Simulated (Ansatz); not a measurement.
## Calculated ¹⁷O NMR of the central transition for SiO₂ under strain

Cell: an entry of the Crystallography Open Database (COD), relaxed with PBE at fixed cell and then changed (z stretched by 1 %, ions relaxed).

```
Si O
1.0
     4.97270    0.00000    0.00000
     0.00000    4.97270    0.00000
     0.00000    0.00000    6.99496
Si O
4 8
Direct
  0.30369 0.30369 0.00000
  0.19631 0.80369 0.25000
  0.69631 0.69631 0.50000
  0.80369 0.19631 0.75000
  0.23751 0.11407 0.18337
  0.38593 0.73751 0.43337
  0.76249 0.88593 0.68337
  0.61407 0.26249 0.93337
  0.73751 0.38593 0.56663
  0.88593 0.76249 0.31663
  0.26249 0.61407 0.06663
  0.11407 0.23751 0.81663
```

Atom numbers follow the list; atoms alike are taken as one site, whose name carries the number of the first.

Computed with Ansatz: DFT, PBE, plane waves and PAW, scalar-relativistic, 420 eV cutoff, Γ-centred 6×6×5 k-points, Fermi–Dirac smearing 0.02 eV.

¹⁷O has I = 5/2 and Q = -25.58 mb (Pyykkö 2018); at 35.2 T its Larmor frequency is ν₀ = 203.3 MHz. Only the quadrupole interaction is simulated: positions count from each site's isotropic chemical shift, and J coupling is left out, as are shift anisotropy and dipolar coupling, which fast spinning averages.

**Question.** Give C_Q, η, the quadrupolar product P_Q = |C_Q|(1 + η²/3)^½, the second-order isotropic shift and the breadth of the pattern (fast magic-angle spinning) for each O site.

**Answer.** 

| site | first shell | C_Q (MHz) | η | P_Q (MHz) | δ_QIS (ppm) | breadth (kHz) |
| --- | --- | --- | --- | --- | --- | --- |
| O | 2 Si at 1.63 Å, angle 143° | -5.87 | 0.18 | 5.90 | -5.06 | 2.31 |

δ_QIS = −(ν_Q²/30ν₀²)[I(I+1) − 3/4](1 + η²/3) × 10⁶ ppm with ν_Q = 3|C_Q|/[2I(2I−1)]; it falls as 1/B₀² in ppm, and the breadth as 1/B₀ in kHz.

At O V_zz runs parallel to the line that joins its two neighbours (within 1°).
